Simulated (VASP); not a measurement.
# K in VASP: notebook

Runs on K. Level: PBE. Tasks: single point.

All numbers are computed with VASP 6.6.1; they aren't measurements. Logs are shortened: lines on timing, memory, paths and dates and some standing lists are left out, and cuts for length are marked.

## Step 1: The structure

The cell holds a slab with vacuum, 3 atoms: a = 4.725 Å, b = 4.725 Å, c = 22.812 Å, α = 90.00°, β = 90.00°, γ = 117.88°.

The slab is cut from a database's or a generator's crystal, which needn't be the stable form of the element.

## Step 2: Single point, PBE

File INCAR:

```
ALGO     = Normal         # electronic algorithm
DIPOL    = 0.5 0.5 0.500
EDIFF    = 1E-6           # SCF threshold, eV
ENCUT    = 600            # plane-wave cutoff, eV
GGA      = PE             # functional
IDIPOL   = 3            
ISIF     = 2              # what is computed and relaxed
ISMEAR   = -1             # smearing method
LASPH    = True           # aspherical terms in the spheres
LCHARG   = True           # write CHGCAR
LDIPOL   = True         
LELF     = True           # ELF
LREAL    = False          # projectors in reciprocal space
LVACPOTAV= True         
LVHAR    = True         
LWAVE    = False          # write WAVECAR
NBANDS   = 20             # bands
NELM     = 100            # most SCF steps
PREC     = Accurate       # precision mode
SIGMA    = 0.05           # smearing width, eV
```

File KPOINTS:

```
k-points
0
Gamma
  7 7 1
```

File POSCAR:

```
K
1.0
    4.7251254772      0.0000000000      0.0000000000
   -2.2093571875      4.1767872334      0.0000000000
    0.0000000000      0.0000000000     22.8117980100
K
3
Direct
    0.1793869800      0.8206130200      0.3287772405
    0.8206130200      0.1793869800      0.5000000000
    0.1793869800      0.8206130200      0.6712227595
```

Potentials or basis: VASP PAW PBE potentials, release 64 (K_sv).

The run is started by

```console
> cat potpaw_PBE.64/K_sv/POTCAR > POTCAR
> mpirun -np 1 vasp_std > vasp.out
```

OUTCAR:

```text
EDIFF = 1E-6
   ENCUT = 600
   GGA = PE
   ISIF = 2
   ISMEAR = -1
   LASPH = True
   LREAL = False
   NELM = 100
   PREC = Accurate

 ion  position               nearest neighbor table
   1  0.179  0.821  0.329-
   2  0.821  0.179  0.500-
   3  0.179  0.821  0.671-

  LATTYP: Found a base centered orthorhombic cell.
 ALAT       =     4.8759247000
 B/A-ratio  =     1.6602432150
 C/A-ratio  =     4.6784557624

  Lattice vectors:

 A1 = (   4.7251254772,   0.0000000000,   0.0000000000)
 A2 = (  -2.2093571875,   4.1767872334,   0.0000000000)
 A3 = (   0.0000000000,   0.0000000000,  22.8117980100)

Analysis of symmetry for initial positions (statically):
=====================================================================
 Subroutine PRICEL returns:
 Original cell was already a primitive cell.

 Routine SETGRP: Setting up the symmetry group for a
 base centered orthorhombic supercell.

 Subroutine GETGRP returns: Found  4 space group operations
 (whereof  4 operations were pure point group operations)
 out of a pool of  8 trial point group operations.

The static configuration has the point symmetry C_2v.

Analysis of symmetry for dynamics (positions and initial velocities):
=====================================================================
 Subroutine PRICEL returns:
 Original cell was already a primitive cell.

 Routine SETGRP: Setting up the symmetry group for a
 base centered orthorhombic supercell.

 Subroutine GETGRP returns: Found  4 space group operations
 (whereof  4 operations were pure point group operations)
 out of a pool of  8 trial point group operations.

The dynamic configuration has the point symmetry C_2v.

 Subroutine INISYM returns: Found  4 space group operations
 (whereof  4 operations are pure point group operations),
 and found     1 'primitive' translations

----------------------------------------------------------------------------------------

                                     Primitive cell

  volume of cell :     450.2101

  direct lattice vectors                    reciprocal lattice vectors
     4.725125477  0.000000000  0.000000000     0.211634591  0.111946427  0.000000000
    -2.209357188  4.176787233  0.000000000     0.000000000  0.239418468  0.000000000
     0.000000000  0.000000000 22.811798010     0.000000000  0.000000000  0.043836965

  length of vectors
     4.725125477  4.725125477 22.811798010     0.239418468  0.239418468  0.043836965

  position of ions in fractional coordinates (direct lattice)
     0.179386980  0.820613020  0.328777241
     0.820613020  0.179386980  0.500000000
     0.179386980  0.820613020  0.671222759

  ion indices of the primitive-cell ions
   primitive index   ion index
                 1           1
                 2           2
                 3           3

----------------------------------------------------------------------------------------

 KPOINTS: k-points

Automatic generation of k-mesh.
 Grid dimensions read from file:
 generate k-points for:    7    7    1

 Generating k-lattice:

  Cartesian coordinates                     Fractional coordinates (reciprocal lattice)
     0.030233513  0.015992347  0.000000000     0.142857143  0.000000000  0.000000000
     0.000000000  0.034202638  0.000000000     0.000000000  0.142857143  0.000000000
     0.000000000  0.000000000  0.043836965     0.000000000  0.000000000  1.000000000

  Length of vectors
     0.034202638  0.034202638  0.043836965

  Shift w.r.t. Gamma in fractional coordinates (k-lattice)
     0.000000000  0.000000000  0.000000000

 Subroutine IBZKPT returns following result:
 ===========================================

 Found     16 irreducible k-points:

 Following reciprocal coordinates:
            Coordinates               Weight
  0.000000  0.000000  0.000000      1.000000
  0.142857  0.000000  0.000000      4.000000
  0.285714  0.000000  0.000000      4.000000
  0.428571  0.000000  0.000000      4.000000
  0.142857  0.142857  0.000000      2.000000
  0.285714  0.142857  0.000000      4.000000
[... 8 lines left out ...]
  0.428571  0.428571  0.000000      2.000000
 -0.428571  0.428571  0.000000      2.000000
   k-points           NKPTS =     16   k-points in BZ     NKDIM =     16   number of bands    NBANDS=     20
   number of dos      NEDOS =    301   number of ions     NIONS =      3
   total plane-waves  NPLWV = 307200
   dimension x,y,z NGX =    40 NGY =   40 NGZ =  192
   dimension x,y,z NGXF=    80 NGYF=   80 NGZF=  384
   ions per type =               3
   NGX,Y,Z   is equivalent  to a cutoff of  14.07, 14.07, 13.99 a.u.
   NGXF,Y,Z  is equivalent  to a cutoff of  28.15, 28.15, 27.98 a.u.
 SYSTEM =  unknown system
   PREC   = accura    normal or accurate (medium, high low for compatibility)
   ISTART =      0    job   : 0-new  1-cont  2-samecut
   ICHARG =      2    charge: 1-file 2-atom 10-const
   ISPIN  =      1    spin polarized calculation?
   LNONCOLLINEAR =      F non collinear calculations
   LSORBIT =      F    spin-orbit coupling
   LASPH  =      T    aspherical Exc in radial PAW
   ENCUT  =  600.0 eV  44.10 Ry    6.64 a.u.   9.44  9.44 45.56*2*pi/ulx,y,z
   NELM   =    100;   NELMIN=  2; NELMDL= -5     # of ELM steps
   EDIFF  = 0.1E-05   stopping-criterion for ELM
   LREAL  =      F    real-space projection
[... 7 lines left out ...]
   TEBEG  =    0.0;   TEEND  =   0.0 temperature during run
   PSTRESS=    0.0 pullay stress
   NELECT =      27.0000    total number of electrons
   NUPDOWN=      -1.0000    fix difference up-down
   EMIN   =  10.00;   EMAX   =-10.00  energy-range for DOS
   EFERMI =   0.00;   METHOD = LEGACY
   ISMEAR =    -1;   SIGMA  =   0.05  broadening in eV -4-tet -1-fermi 0-gaus
   EFERMI_NEDOS =   21; number of points for ismear=-14 and -15
   IALGO  =     38    algorithm
   IMIX   =      4    mixing-type and parameters
     AMIX     =   0.40;   BMIX     =  1.00
     AMIX_MAG =   1.60;   BMIX_MAG =  1.00
  volume/ion in A,a.u.               =     150.07      1012.72
  Fermi-wavevector in a.u.,A,eV,Ry     =   0.640803  1.210942  5.586935  0.410628
  Thomas-Fermi vector in A             =   1.706931
   LORBIT       =      0    0 simple, 1 ext, 2 COOP (PROOUT), +10 PAW based schemes
   GGA     = PE    functional components
   LHFCALC =     F    Hartree Fock is set to
   AEXX    =    0.0000 exact exchange contribution
   IVDW    =     0    specifies the selected vdW correction
   LEPSILON=     F    determine dielectric tensor
   LRPA    =     F    only Hartree local field effects (RPA)
 non-spin polarized calculation
  energy-cutoff  :      600.00
  volume of cell :      450.21
 maximum number of plane-waves:     15092
 NGX is ok and might be reduce to    40
   NGX = 19   NGY = 19   NGZ = 91

 dipolmoment           0.000000      0.000000     -0.000000 electrons x Angstroem

 number of electron      26.9999999 magnetization

 dipolmoment           0.000000      0.000000      0.000000 electrons x Angstroem

 Free energy of the ion-electron system (eV)
  ---------------------------------------------------
  ext. energy  EPLUGINS =         0.00000000
  ---------------------------------------------------
  free energy    TOTEN  =        -2.89753521 eV

  energy without entropy =       -2.87496486  energy(sigma->0) =       -2.88625003

 E-fermi :  -1.2062     XC(G=0):  -3.4072

 val. band max:       -1.2250320729   @ k =  -0.4286   0.2857   0.0000
 cond. band min:      -1.1769100761   @ k =   0.1429   0.1429   0.0000
 fundamental gap:      0.0481219968
 Fermi energy:        -1.2061802560

 k-point     1 :       0.0000    0.0000    0.0000
  band No.  band energies     occupation
      1     -33.5227      2.00000
      2     -33.5227      2.00000
      3     -33.3807      2.00000
      4     -17.0208      2.00000
      5     -17.0186      2.00000
      6     -16.9727      2.00000
[... 12 lines left out ...]
     19       1.1665      0.00000
     20       2.3383      0.00000

 k-point     2 :       0.1429    0.0000    0.0000
  band No.  band energies     occupation
      1     -33.5223      2.00000
      2     -33.5223      2.00000
      3     -33.3803      2.00000
      4     -17.0194      2.00000
      5     -17.0177      2.00000
      6     -16.9803      2.00000
[... 12 lines left out ...]
     19       1.3055      0.00000
     20       2.0493      0.00000

 k-point     3 :       0.2857    0.0000    0.0000
  band No.  band energies     occupation
      1     -33.5216      2.00000
      2     -33.5216      2.00000
      3     -33.3796      2.00000
      4     -17.0163      2.00000
      5     -17.0158      2.00000
      6     -16.9982      2.00000
[... 12 lines left out ...]
     19       1.1843      0.00000
     20       1.5452      0.00000

 k-point     4 :       0.4286    0.0000    0.0000
  band No.  band energies     occupation
      1     -33.5209      2.00000
      2     -33.5209      2.00000
      3     -33.3789      2.00000
      4     -17.0144      2.00000
      5     -17.0138      2.00000
      6     -17.0124      2.00000
[... 12 lines left out ...]
     19       0.7749      0.00000
     20       1.4346      0.00000

 k-point     5 :       0.1429    0.1429    0.0000
  band No.  band energies     occupation
      1     -33.5218      2.00000
      2     -33.5218      2.00000
      3     -33.3798      2.00000
      4     -17.0172      2.00000
      5     -17.0165      2.00000
      6     -16.9898      2.00000
[... 12 lines left out ...]
     19       1.3932      0.00000
     20       1.5138      0.00000
[... 169 lines left out ...]
      6     -17.0087      2.00000
[... 12 lines left out ...]
     19       0.8669      0.00000
     20       1.5087      0.00000

 k-point    14 :      -0.2857    0.2857    0.0000
  band No.  band energies     occupation
      1     -33.5213      2.00000
      2     -33.5213      2.00000
      3     -33.3793      2.00000
      4     -17.0159      2.00000
      5     -17.0151      2.00000
      6     -17.0000      2.00000
[... 12 lines left out ...]
     19       1.3322      0.00000
     20       1.5850      0.00000

 k-point    15 :       0.4286    0.4286    0.0000
  band No.  band energies     occupation
      1     -33.5204      2.00000
      2     -33.5204      2.00000
      3     -33.3784      2.00000
      4     -17.0154      2.00000
      5     -17.0149      2.00000
      6     -17.0129      2.00000
[... 12 lines left out ...]
     19       0.8450      0.00000
     20       1.3084      0.00000

 k-point    16 :      -0.4286    0.4286    0.0000
  band No.  band energies     occupation
      1     -33.5205      2.00000
      2     -33.5205      2.00000
      3     -33.3785      2.00000
      4     -17.0159      2.00000
      5     -17.0153      2.00000
      6     -17.0132      2.00000
[... 12 lines left out ...]
     19       0.8180      0.00000
     20       1.5309      0.00000

------------------------ aborting loop because EDIFF is reached ----------------------------------------

  FORCE on cell =-STRESS in cart. coord.  units (eV):
  Direction    XX          YY          ZZ          XY          YZ          ZX
  --------------------------------------------------------------------------------------
  -------------------------------------------------------------------------------------
  Total       -0.2459474     -0.3171626     -0.2505568     -0.0673161      0.0000000      0.0000000
  in kB       -0.8752611     -1.1286971     -0.8916646     -0.2395602      0.0000000      0.0000000
  external PRESSURE =      -0.9652076 kB  Pullay stress =       0.0000000 kB

 VOLUME and BASIS-vectors are now :
 -----------------------------------------------------------------------------
  energy-cutoff  :      600.00
  volume of cell :      450.21
      direct lattice vectors                 reciprocal lattice vectors
     4.725125477  0.000000000  0.000000000     0.211634591  0.111946427  0.000000000
    -2.209357188  4.176787233  0.000000000     0.000000000  0.239418468  0.000000000
     0.000000000  0.000000000 22.811798010     0.000000000  0.000000000  0.043836965

 POSITION                                       TOTAL-FORCE (eV/Angst)
 -----------------------------------------------------------------------------------
     -0.96540      3.42753      7.50000        -0.000835      0.000503      0.031362
      3.48117      0.74926     11.40590         0.001670     -0.001006      0.000000
     -0.96540      3.42753     15.31180        -0.000835      0.000503     -0.031362
 -----------------------------------------------------------------------------------
    total drift:                               -0.000050      0.000030      0.000000

  FREE ENERGIE OF THE ION-ELECTRON SYSTEM (eV)
  ---------------------------------------------------
  free  energy   TOTEN  =        -2.8975352080 eV

  energy  without entropy=       -2.8749648601  energy(sigma->0) =       -2.88625003

 vacuum level on the upper side and lower side of the slab         1.174         1.174
```

It took 3.4 min on 1 thread of Intel Xeon 6975P-C (Granite Rapids), shared host; peak memory 0.65 GiB.

Results:

* Free energy: -2.8975 eV
* Largest force: 0.031 eV/Å
* Band gap on the k mesh: none (metal or under the smearing width)
* Work function of the upper face: 2.38 eV
* Work function of the lower face: 2.38 eV

Forces in eV/Å, atoms in the order of the input:
```
K   -0.001  0.001  0.031
K    0.002 -0.001  0.000
K   -0.001  0.001 -0.031
```

Levels at points of the mesh, in eV from the Fermi level:
```csv
k point,band 11,band 12,band 13,band 14,band 15,band 16,band 17,band 18
"(0.00, 0.00, 0.00)",-15.64,-15.63,-1.92,-1.38,-0.52,0.58,1.29,2.17
```

## Step 3: Single point, PBE

INCAR: that of step 2 with these lines changed.

```diff
@@ -16,3 +16,3 @@
 LWAVE    = False          # write WAVECAR
-NBANDS   = 20             # bands
+NBANDS   = 18             # bands
 NELM     = 100            # most SCF steps
```

KPOINTS is that of step 2.

POSCAR is that of step 2.

Potentials or basis: VASP PAW PBE potentials, release 64 (K_pv).

The run is started by

```console
> cat potpaw_PBE.64/K_pv/POTCAR > POTCAR
> mpirun -np 1 vasp_std > vasp.out
```

Run time: 2.2 min. Hardware: 1 thread of Intel Xeon 6975P-C (Granite Rapids), shared host; peak memory 0.62 GiB.

Results (log left out):

```yaml
Free_energy: -2.8391 eV
Largest_force: 0.031 eV/Å
Band_gap_on_the_k_mesh: none (metal or under the smearing width)
Work_function_of_the_upper_face: 2.37 eV
Work_function_of_the_lower_face: 2.37 eV
```

Forces on the atoms (eV/Å):
```
K   -0.001  0.000  0.031
K    0.002 -0.001  0.000
K   -0.001  0.000 -0.031
```

Levels at points of the mesh, in eV from the Fermi level:
```tsv
k point	band 7	band 8	band 9	band 10	band 11	band 12	band 13	band 14	band 15	band 16
(0.00, 0.00, 0.00)	-15.65	-15.64	-15.64	-1.92	-1.38	-0.53	0.58	1.29	2.17	2.37
```
